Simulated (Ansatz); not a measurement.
**TaN: an elastic constant from a strain scan**

Computed with DFT r2SCAN, scalar-relativistic, plane waves, PAW (Ansatz). Settings: plane waves to 500 eV, k-mesh 18×18×16 (Γ-centred), Gaussian smearing 0.15 eV. Spin–orbit coupling is left out, which can shift energies with elements as heavy as these. No spin polarisation. Energies are free energies at this smearing, counted from the undisturbed cell; pressure is positive in compression.

Reference structure (as given, not relaxed at this level; it stands at -0.2 GPa; this form isn't the usual structure):

```yaml
crystal:
  lattice:
    - [2.93800, 0.00000, 0.00000]
    - [-1.46900, 2.54438, 0.00000]
    - [0.00000, 0.00000, 2.88300]
  atoms:
    - { symbol: Ta, position: [0.33333, 0.66667, 0.50000] }
    - { symbol: N, position: [0.00000, 0.00000, 0.00000] }
```

The cell is strained by ε times the Voigt pattern (1, -1, 0, 0, 0, 0) (xx, yy, zz, yz, xz, xy; engineering shear) with fractional coordinates fixed. The cell holds 2 atoms in V0 = 21.55 Å³. The stress column is τ = (1/V0) dE/dε, got from the stress tensor σ (compression positive) at each point as −det(1 + εP) σ : P(1 + εP)⁻¹, with P the pattern as a tensor.

```
      ε  ΔE (meV/atom)  τ (GPa)
-0.0400         54.538  -42.235
-0.0300         29.977  -30.865
-0.0200         12.961  -19.797
-0.0100          3.163   -9.513
 0.0000          0.000    0.000
 0.0100          3.114    9.321
 0.0200         12.577   18.809
 0.0300         28.445   28.397
 0.0350         38.794   33.144
 0.0400              ?        ?
```

**Question.** Which combination of elastic constants does this scan measure, and how large is it?

**Answer.** For small ε, τ = τ0 + Kε with K = pᵀCp, which for this pattern is C11 + C22 − 2 C12 in the Cartesian frame shown. The parabola through τ at ε = -0.0100, 0 and 0.0100 has slope K = 942 GPa at zero. The energies per cell, E = NΔE, of the same two points give K = 2[E(ε₊)/ε₊ − E(ε₋)/ε₋]/[(ε₊ − ε₋)V0] = 933 GPa, in agreement. These are clamped-ion values.

**Question.** Predict the withheld row at ε = 0.0400 from the harmonic law, and compare.

**Answer.** ΔE = V0(τ0 ε + Kε²/2)/N = 50.669 meV/atom and τ = 37.67 GPa. The calculation gives 50.734 meV/atom and 37.87 GPa, a miss of 0.1 % of the harmonic energy, so the harmonic law still holds on this side, though at ε = -0.0400 the energy lies 8 % above it.

Forces appear on the atoms along this scan, and letting them relax would lower the energy and soften the response. In a metal these slopes depend on the k mesh and the smearing.